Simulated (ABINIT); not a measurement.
Crystal: Nb.

```
CELL_PARAMETERS angstrom
0.00000 2.11500 2.11500
2.11500 0.00000 2.11500
2.11500 2.11500 0.00000
ATOMIC_POSITIONS crystal
Nb 0.00000 0.00000 0.00000
```

This isn't the form of Nb at room conditions, which is bcc.

Base run:

| Item | Value |
| --- | --- |
| Program | ABINIT 10.8.3 (patched build) |
| Functional | LDA |
| Potentials or basis | PseudoDojo NC SR LDA v0.4 stringent |
| Cutoff | 1007 eV |
| k mesh | 8 × 8 × 8 |
| Occupations | fermi-dirac, width 0.05 eV |
| Spin | no spin polarisation |

Its results: pressure -11.4 GPa.

**Question.** The run is repeated on the same cell with these changes: k mesh from 8 × 8 × 8 to 12 × 12 × 12, with 4 shifts; occupations from fermi-dirac, width 0.05 eV to fermi-dirac, width 0.136 eV. What comes out?

**Answer.** Pressure -10.7 GPa.
